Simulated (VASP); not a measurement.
GePt:

```
Ge Pt
1.0
     3.27697    0.00000    0.00000
     0.00000    3.27697    0.00000
     0.00000    0.00000    3.27697
Ge Pt
1 1
Direct
  0.00000 0.00000 0.00000
  0.50000 0.50000 0.50000
```

The cell was built by a generator and needn't be a form met in nature.

| Quantity | Value |
| --- | --- |
| Program | VASP 6.6.1 |
| Task | relaxation of cell and atoms |
| Functional | PBE |
| Potentials or basis | VASP PAW PBE potentials, release 64 (Ge_d, Pt) |
| Cutoff | 520 eV |
| k mesh | 6 × 6 × 6 |
| Occupations | gaussian, width 0.15 eV |
| Spin | no spin polarisation |

At the start: pressure -8.8 GPa; volume 17.59 Å³/atom.

**Question.** Where does the relaxation end?

**Answer.** Over 3 steps the energy falls by 38.4 meV/atom and the volume is 16.33 Å³/atom (-7.2 %); space group Pm-3m (No. 221, to 0.05 Å).

Step by step:
```tsv
step	energy change (eV)	largest force (eV/Å)	pressure (GPa)	volume (Å³)
1	0.0000	0.0000	-8.84	35.19
2	-0.0051	0.0000	11.02	30.47
3	-0.0768	0.0000	-0.13	32.67
```

Final structure:
```
Ge Pt
1.0
     3.19670    0.00000    0.00000
     0.00000    3.19670    0.00000
     0.00000    0.00000    3.19670
Ge Pt
1 1
Direct
  0.00000 0.00000 0.00000
  0.50000 0.50000 0.50000
```
